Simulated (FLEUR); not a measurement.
**Ni (c factor at fixed volume 1.06 on the database's cell): anisotropy by force theorems**

Aim: the anisotropy of Ni (c factor at fixed volume 1.06 on the database's cell) from single passes in the potential of one collinear state.

Method: PBE; all-electron FLAPW, Dirac cores, scalar-relativistic bands, in FLEUR MaX-R8.1.

## (1) Set-up

Symmetry: I4/mmm, No. 139, tetragonal system. The conventional cell has a = 2.420 Å, b = 2.420 Å, c = 3.735 Å, α = 90.00°, β = 90.00°, γ = 90.00°. Nearest to Ni lie 12 Ni at 2.42 to 2.53 Å.

Structure file:

```cif
data_structure
_symmetry_space_group_name_H-M 'P 1'
_symmetry_Int_Tables_number 1
_cell_length_a 2.5331
_cell_length_b 2.5331
_cell_length_c 2.4202
_cell_angle_alpha 61.464
_cell_angle_beta 61.464
_cell_angle_gamma 57.072
_cell_volume 10.94
loop_
_atom_site_label
_atom_site_type_symbol
_atom_site_fract_x
_atom_site_fract_y
_atom_site_fract_z
_atom_site_occupancy
Ni1 Ni 0.00000 0.00000 0.00000 1
```

The cell is strained on purpose: c factor at fixed volume 1.06 on the database's cell.

## (2) The magnetic state

The force theorems are single passes in this state's potential, so it has to be converged first.

No symmetry is used, so that later steps may turn the spins freely; k and −k are joined. inpgen writes inp.xml from crystal.txt; cutoffs, mixing, functional, smearing and local orbitals are then set in the file. The k list scf (kpts.xml, not shown) is a Γ-centred 14×14×14 mesh; where the ranks do not divide the number of points, some are split in two of half the weight.

inp.xml

```
<?xml version="1.0" encoding="UTF-8" standalone="no"?>
<fleurInput fleurInputVersion="0.39">
   <comment>
      Ni
   </comment>
   <calculationSetup>
      <cutoffs Kmax="3.68" Gmax="11.0" GmaxXC="11.0" numbands="0"/>
      <scfLoop itmax="110" minDistance="0.00002" maxIterBroyd="15" imix="Anderson" alpha="0.05" precondParam="0.0" spinf="2.0" sdNocoIR="T"/>
      <coreElectrons ctail="F" frcor="F" kcrel="0" coretail_lmax="0"/>
      <xcFunctional name="pbe" relativisticCorrections="F"/>
      <magnetism jspins="2" l_noco="F" l_ss="F">
         <qss>0.0 0.0 0.0</qss>
         <mtNocoParams l_mperp="F" l_mtNocoPot="F" l_relaxSQA="F" mag_mixing_scheme="0" mix_RelaxWeightOffD="1.0" l_constrained="F" mix_constr="1.0"/>
         <sourceFreeMag l_sourceFree="F" l_scaleMag="F" mag_scale="1.0"/>
      </magnetism>
      <soc l_soc="F" theta="0.0" phi="0.0" spav="F"/>
      <expertModes spex="0" secvar="F"/>
      <geometryOptimization l_f="F" forcealpha="1.0" forcemix="BFGS" epsdisp="0.00001" epsforce="0.00001"/>
      <ldaU l_linMix="F" mixParam="0.05" spinf="1.0"/>
   </calculationSetup>
   <cell>
      <bzIntegration valenceElectrons="18.0" mode="hist" fermiSmearingEnergy="0.00183747">
         <kPointListSelection listName="scf"/>
         <xi:include xmlns:xi="http://www.w3.org/2001/XInclude" href="kpts.xml"> </xi:include>
      </bzIntegration>
      <xi:include xmlns:xi="http://www.w3.org/2001/XInclude" href="sym.xml"> </xi:include>
      <bulkLattice scale="1.0">
         <bravaisMatrix>
            <row-1>    0.0000000000000000     3.2339687437718427     3.5293490753079269</row-1>
            <row-2>    3.2339687437718427     0.0000000000000000     3.5293490753079269</row-2>
            <row-3>    3.2339687437718427     3.2339687437718427     0.0000000000000000</row-3>
         </bravaisMatrix>
      </bulkLattice>
   </cell>
   <atomSpecies>
      <species name="Nickel (Ni1.000" element="Ni" atomicNumber="28">
         <mtSphere radius="2.23" gridPoints="737" logIncrement="0.017"/>
         <atomicCutoffs lmax="8" lnonsphr="6"/>
         <electronConfig flipSpins="F">
            <coreConfig>(1s1/2) (2s1/2) (2p1/2) (2p3/2)</coreConfig>
            <valenceConfig>(3s1/2) (3p1/2) (3p3/2) (4s1/2) (3d3/2) (3d5/2)</valenceConfig>
            <stateOccupation state="(3d3/2)" spinUp="1.6" spinDown="1.6"/>
            <stateOccupation state="(3d5/2)" spinUp="2.9" spinDown="1.9"/>
         </electronConfig>
         <energyParameters s="4" p="4" d="3" f="4"/>
         <lo type="SCLO" l="0" n="3" eDeriv="0"/>
         <lo type="SCLO" l="1" n="3" eDeriv="0"/>
      </species>
   </atomSpecies>
   <atomGroups>
      <atomGroup species="Nickel (Ni1.000">
         <relPos label="                   1">.0000000000 .0000000000 .0000000000</relPos>
         <force calculate="T" relaxXYZ="TTT"/>
         <nocoParams  alpha="0.0" beta="0.0"/>
      </atomGroup>
   </atomGroups>
   <output dos="F" band="F" slice="F">
      <bandDOS minEnergy="-.5*Htr" maxEnergy="0.5*Htr" sigma="0.015" storeEVData="T"/>
      <plotting iplot="0" polar="F">
         <plot TwoD="T" vec1="  1.0  0.0  0.0" vec2="  0.0  1.0  0.0" vec3="  0.0  0.0  1.0" zero="  0.0  0.0  0.0" file="plot"/>
      </plotting>
      <moessbauerParams electricFieldGradient="F" isomerShift="F" coreHyperfine="F" valenceHyperfine="F"/>
   </output>
</fleurInput>
```

crystal.txt

```
Ni
&input film=F cartesian=F /
0.00000000000  1.71134256000  1.86765110000
1.71134256000  0.00000000000  1.86765110000
1.71134256000  1.71134256000  0.00000000000
1.8897261246
1.0 1.0 1.0

1
28 0.00000000000  0.00000000000  0.00000000000 : 1.000

&kpt div1=14 div2=14 div3=14 gamma=T /
```

Command:

```
$ OMP_NUM_THREADS=1 inpgen -f crystal.txt -nosym -noco > inpgen.log  # inp.xml is then edited as shown
$ OMP_NUM_THREADS=1 mpirun -n 4 fleur_MPI > fleur.log
```

What it wrote:

```text
Welcome to FLEUR        (www.flapw.de)
      MaX-Release 8.1          (www.max-centre.eu)

 ========== k-point set info ==========
 Selected k-point list: scf
 k-point list type: mesh
 0 x 0 x 0
 Number of k points: 1376

 ------------Calculation Setup---------------------------
 Number of MPI-tasks      :            4
 Number of PE/node        :            4
 Number of OMP-threads    :            1
 k-points in parallel     :            4
 pe's per k-point         :            1
 No of k-point loops      :          344
 Eigenvalue solver        :       lapack
 Number of basis functions:           73
 Approximate size of matrices (H+S) per k-point:         0.000 GB
 --------------------------------------------------------
 Complex matrix made real
 Complex matrix made real
 Iteration:     1   Distance:       8.89196379 me/bohr^3
 Iteration:     2   Distance:       8.49225970 me/bohr^3
 Iteration:     3   Distance:       5.51673931 me/bohr^3
 Iteration:     4   Distance:       1.56091828 me/bohr^3
 Iteration:     5   Distance:       1.36336643 me/bohr^3
 Iteration:     6   Distance:       0.44926080 me/bohr^3
 Iteration:     7   Distance:       0.43888602 me/bohr^3
 Iteration:     8   Distance:       0.17273694 me/bohr^3
 Iteration:     9   Distance:       0.11447671 me/bohr^3
 Iteration:    10   Distance:       0.08191011 me/bohr^3
 Iteration:    11   Distance:       0.02669598 me/bohr^3
 Iteration:    12   Distance:       0.02324320 me/bohr^3
 Iteration:    13   Distance:       0.00279364 me/bohr^3
 Iteration:    14   Distance:       0.00197688 me/bohr^3
 Iteration:    15   Distance:       0.00066273 me/bohr^3
 Iteration:    16   Distance:       0.00064831 me/bohr^3
 Iteration:    17   Distance:       0.00028883 me/bohr^3
 Iteration:    18   Distance:       0.00017462 me/bohr^3
 Iteration:    19   Distance:       0.00009172 me/bohr^3
 Iteration:    20   Distance:       0.00002144 me/bohr^3
 Iteration:    21   Distance:       0.00003267 me/bohr^3
 Iteration:    22   Distance:       0.00000345 me/bohr^3

 ********************************************************************
 Run finished successfully
 Stop message:
   all done
 ********************************************************************

--- out.xml (last complete iteration) ---
<iteration numberForCurrentRun="   22" overallNumber="   22">
         <energyParameters units="Htr">
            <atomicEP atomType="1" spin="1" branch="4s" branchLowest="-3.48" branchHighest="1.81" value="0.1815748822"/>
            <atomicEP atomType="1" spin="1" branch="4p" branchLowest="-2.01" branchHighest="2.43" value="0.3233959676"/>
            <atomicEP atomType="1" spin="1" branch="3d" branchLowest="-9.99" branchHighest="0.36" value="0.2464288061"/>
            <atomicEP atomType="1" spin="1" branch="4f" branchLowest="-9.99" branchHighest="3.78" value="0.6443156549"/>
            <loAtomicEP atomType="1" spin="1" branch="3s" branchLowest="-35.47" branchHighest="-3.48" value="-3.4833289623"/>
            <loAtomicEP atomType="1" spin="1" branch="3p" branchLowest="-30.42" branchHighest="-2.01" value="-2.0279877252"/>
            <atomicEP atomType="1" spin="2" branch="4s" branchLowest="-3.45" branchHighest="1.82" value="0.1760729219"/>
            <atomicEP atomType="1" spin="2" branch="4p" branchLowest="-1.98" branchHighest="2.45" value="0.3156432473"/>
            <atomicEP atomType="1" spin="2" branch="3d" branchLowest="-9.99" branchHighest="0.39" value="0.2682931985"/>
            <atomicEP atomType="1" spin="2" branch="4f" branchLowest="-9.99" branchHighest="3.80" value="0.6350715942"/>
            <loAtomicEP atomType="1" spin="2" branch="3s" branchLowest="-35.45" branchHighest="-3.45" value="-3.4527336487"/>
            <loAtomicEP atomType="1" spin="2" branch="3p" branchLowest="-30.41" branchHighest="-1.98" value="-1.9982187002"/>
         </energyParameters>
         <bandgap value="0.0060894898" units="eV"/>
         <sumValenceSingleParticleEnergies value="-16.5973754674" units="Htr"/>
         <FermiEnergy value="0.3257240365" units="Htr"/>
         <valenceDensity>
            <mtCharges spin="1">
               <mtCharge atomType="1" total="8.8102631" s="1.2006792" p="3.1710485" d="4.4237036" f="0.0113309"/>
            </mtCharges>
            <mtCharges spin="2">
               <mtCharge atomType="1" total="8.1504481" s="1.2043831" p="3.1890467" d="3.7415904" f="0.0120009"/>
            </mtCharges>
            <spinDependentCharge spin="1" total="9.3131020" interstitial="0.5028389" mtSpheres="8.8102631"/>
            <spinDependentCharge spin="2" total="8.6868980" interstitial="0.5364500" mtSpheres="8.1504481"/>
            <totalCharge value="18.0000000000"/>
         </valenceDensity>
         <coreStates atomType="     1" atomicNumber=" 28" spin="1" kinEnergy="    677.1752708794" eigValSum="   -427.8685093824" lostElectrons=" 0.000000">
            <state n="1" l="0" j="0.5" energy="-301.1161907109" weight="1.0000000000"/>
            <state n="2" l="0" j="0.5" energy="-35.4666851434" weight="1.0000000000"/>
            <state n="2" l="1" j="0.5" energy="-30.8568039239" weight="1.0000000000"/>
            <state n="2" l="1" j="1.5" energy="-30.2144148021" weight="2.0000000000"/>
         </coreStates>
         <coreStates atomType="     1" atomicNumber=" 28" spin="2" kinEnergy="    677.3257990129" eigValSum="   -427.8187444118" lostElectrons=" 0.000000">
            <state n="1" l="0" j="0.5" energy="-301.1163001173" weight="1.0000000000"/>
            <state n="2" l="0" j="0.5" energy="-35.4513387431" weight="1.0000000000"/>
            <state n="2" l="1" j="0.5" energy="-30.8455483401" weight="1.0000000000"/>
            <state n="2" l="1" j="1.5" energy="-30.2027786056" weight="2.0000000000"/>
         </coreStates>
         <allElectronCharges>
            <spinDependentCharge spin="1" total="14.3131020" interstitial="0.5028389" mtSpheres="13.8102631"/>
            <spinDependentCharge spin="2" total="13.6868980" interstitial="0.5364500" mtSpheres="13.1504481"/>
            <totalCharge value="28.0000000001"/>
         </allElectronCharges>
         <magneticMomentsInMTSpheres units="muBohr">
            <globalMagMoment atomType="1" vec="0.00000   0.00000   0.65982"/>
            <localMagMoment atomType="1" vec="0.00000   0.00000   0.65982"/>
         </magneticMomentsInMTSpheres>
         <moessbauerParams unitsHFF="kG" unitsIS="e/bohr^3" unitsEFG="Htr/bohr^2">
         </moessbauerParams>
         <totalEnergy value="    -1520.8294321237" units="Htr">
            <sumOfEigenvalues value="     -872.2846292616">
               <coreElectrons value="-855.6872537942"/>
               <valenceElectrons value="-16.5973754674"/>
            </sumOfEigenvalues>
            <densityCoulombPotentialIntegral value="-2334.7511368409"/>
            <densityEffectivePotentialIntegral value="-2417.3675556013"/>
            <chargeDenXCDenIntegral value="-63.5960223698"/>
            <FockExchangeEnergyValence value="0.0000000000"/>
            <FockExchangeEnergyCore value="0.0000000000"/>
            <atomTypeDependentContributions atomType="1">
               <electronNucleiInteractionDifferentMTs value="1824.0801108286"/>
               <MadelungTerm value="-10.8606568445"/>
            </atomTypeDependentContributions>
            <tkbTimesEntropy value="0.0005917867"/>
            <freeEnergy value="-1520.8300239104"/>
            <extrapolationTo0K value="-1520.8297280171"/>
         </totalEnergy>
         <densityConvergence units="me/bohr^3">
            <chargeDensity spin="1" distance="0.0000017494"/>
            <chargeDensity spin="2" distance="0.0000026300"/>
            <overallChargeDensity distance="0.0000034485"/>
            <spinDensity distance="0.0000028395"/>
         </densityConvergence>
      </iteration>
```

Wall time 81 s (4 MPI ranks of Arm Neoverse V2, shared host); peak memory 0.37 GiB; 5.4 min of CPU time.

This step gave:

| Quantity | Value |
| --- | --- |
| free energy | -41383.8932 eV |
| program's band gap on this mesh (in a metal only a level spacing) | 0.006089 eV |
| magnetization | 0.6262 μB |
| final state | ferromagnetic |
| largest moment | 0.6598 μB |

After 22 cycles the largest moment stands at 0.660 μB.

## (3) Anisotropy by the force theorem, rung 1

Anisotropy is a small difference, so it is taken from sums over occupied states at a frozen potential, where most errors cancel.

One pass with spin–orbit coupling for each direction, from the saved density. Inversion lets half of the mesh serve, which the program's warning doesn't know. The k list mae (kpts.xml, not shown) is a Γ-centred 19×19×19 mesh.

Changes to inp.xml since step 2:

```diff
@@ -6,4 +6,4 @@
    <calculationSetup>
-      <cutoffs Kmax="3.68" Gmax="11.0" GmaxXC="11.0" numbands="0"/>
-      <scfLoop itmax="110" minDistance="0.00002" maxIterBroyd="15" imix="Anderson" alpha="0.05" precondParam="0.0" spinf="2.0" sdNocoIR="T"/>
+      <cutoffs Kmax="3.68" Gmax="11.0" GmaxXC="11.0" numbands="38"/>
+      <scfLoop itmax="1" minDistance="0.00002" maxIterBroyd="15" imix="Anderson" alpha="0.05" precondParam="0.0" spinf="2.0" sdNocoIR="T"/>
       <coreElectrons ctail="F" frcor="F" kcrel="0" coretail_lmax="0"/>
@@ -15,3 +15,3 @@
       </magnetism>
-      <soc l_soc="F" theta="0.0" phi="0.0" spav="F"/>
+      <soc l_soc="T" theta="0.0" phi="0.0" spav="F"/>
       <expertModes spex="0" secvar="F"/>
@@ -22,3 +22,3 @@
       <bzIntegration valenceElectrons="18.0" mode="hist" fermiSmearingEnergy="0.00183747">
-         <kPointListSelection listName="scf"/>
+         <kPointListSelection listName="mae"/>
          <xi:include xmlns:xi="http://www.w3.org/2001/XInclude" href="kpts.xml"> </xi:include>
@@ -63,2 +63,5 @@
    </output>
+   <forceTheorem>
+      <MAE theta="0.0 1.5707963 1.5707963 0.7853982" phi="0.0 -0.7853982 0.0 -0.7853982"/>
+   </forceTheorem>
 </fleurInput>
```

Command:

```
$ OMP_NUM_THREADS=1 mpirun -n 4 fleur_MPI -warn_only > fleur.log
```

What it wrote:

```text
[banner, memory and clock lines left out]
Welcome to FLEUR        (www.flapw.de)
      MaX-Release 8.1          (www.max-centre.eu)
************FLEUR-Warning*****************
Error message: k-point set is not compatible to missing time-reversal symmetry in calculation.
Error occurred in subroutine: gen_bz
Error from PE:1/4
*****************************************
************FLEUR-Warning*****************
Error message: k-point set is not compatible to missing time-reversal symmetry in calculation.
Error occurred in subroutine: gen_bz
Error from PE:0/4
Other PEs with error messages:
     1-k-point set is not compatible to missing time-reversal symmetry in calculation.
*****************************************

 ========== k-point set info ==========
 Selected k-point list: mae
 k-point list type: mesh
 0 x 0 x 0
 Number of k points: 3432

 [... set-up left out ...]
 ********************************************************************
 Run finished successfully
 Stop message:
   Forcetheorem MAE
 ********************************************************************

--- out.xml (force theorem) ---
<Forcetheorem_MAE Angles="4" units="Htr">
            <Angle theta="0.0000000" phi="0.0000000" ev-sum="-16.598434209"/>
            <Angle theta="1.5707963" phi="-0.7853982" ev-sum="-16.598438430"/>
            <Angle theta="1.5707963" phi="0.0000000" ev-sum="-16.598438218"/>
            <Angle theta="0.7853982" phi="-0.7853982" ev-sum="-16.598436298"/>
         </Forcetheorem_MAE>
```

Elapsed: 45 s, on 4 MPI ranks; peak memory 0.93 GiB.

Anisotropy energies, by row:

| axis | x | y | z | band energy less the first axis' (meV a cell) |
| --- | --- | --- | --- | --- |
| [001] | 0 | 0 | 1 | 0 |
| [100] | 0.7071 | -0.7071 | 0 | -0.1149 |
| [110] | 1 | 0 | 0 | -0.1091 |
| 45 degrees from [001] toward [100] | 0.5 | -0.5 | 0.7071 | -0.05684 |

Indices are those of the standard conventional cell; x, y, z give the same directions in the axes of the input.

## (4) Energy against the direction of the moments, rung 2

A second rung shows how far the first can be trusted.

The k list mae (kpts.xml, not shown) is a Γ-centred 27×27×27 mesh.

inp.xml is that of step 3.

What it wrote:

```text
[banner, memory and clock lines left out]
Welcome to FLEUR        (www.flapw.de)
      MaX-Release 8.1          (www.max-centre.eu)
************FLEUR-Warning*****************
Error message: k-point set is not compatible to missing time-reversal symmetry in calculation.
Error occurred in subroutine: gen_bz
Error from PE:0/4
*****************************************

 ========== k-point set info ==========
 Selected k-point list: mae
 k-point list type: mesh
 0 x 0 x 0
 Number of k points: 9844

 [... set-up left out ...]
 ********************************************************************
 Run finished successfully
 Stop message:
   Forcetheorem MAE
 ********************************************************************

--- out.xml (force theorem) ---
<Forcetheorem_MAE Angles="4" units="Htr">
            <Angle theta="0.0000000" phi="0.0000000" ev-sum="-16.598444665"/>
            <Angle theta="1.5707963" phi="-0.7853982" ev-sum="-16.598447821"/>
            <Angle theta="1.5707963" phi="0.0000000" ev-sum="-16.598447740"/>
            <Angle theta="0.7853982" phi="-0.7853982" ev-sum="-16.598446219"/>
         </Forcetheorem_MAE>
```

Elapsed: 2.1 min, on 4 MPI ranks; peak memory 2.3 GiB; 8.4 min of CPU time.

Anisotropy energies, by row:

| axis | x | y | z | band energy less the first axis' (meV a cell) |
| --- | --- | --- | --- | --- |
| [001] | 0 | 0 | 1 | 0 |
| [100] | 0.7071 | -0.7071 | 0 | -0.08588 |
| [110] | 1 | 0 | 0 | -0.08367 |
| 45 degrees from [001] toward [100] | 0.5 | -0.5 | 0.7071 | -0.04229 |

(Part 1 of 2 ends here.)

[Logs and program files are shortened in this print: banners, set-up blocks, solver, clock and traceback lines can be left out without a mark of their own.]

[Logs are printed without paths, hosts, clocks, repeated set-up lines and the standing remarks that a program may print on its own settings, such as how far it seeks lower states.]

[Hosts, paths, dates, database ids (printed as entryN), source tags and the programs' standing remarks are cut or masked in the printed files.]

[Where a cell is said to come from a database of computed structures, the database is the Materials Project.]
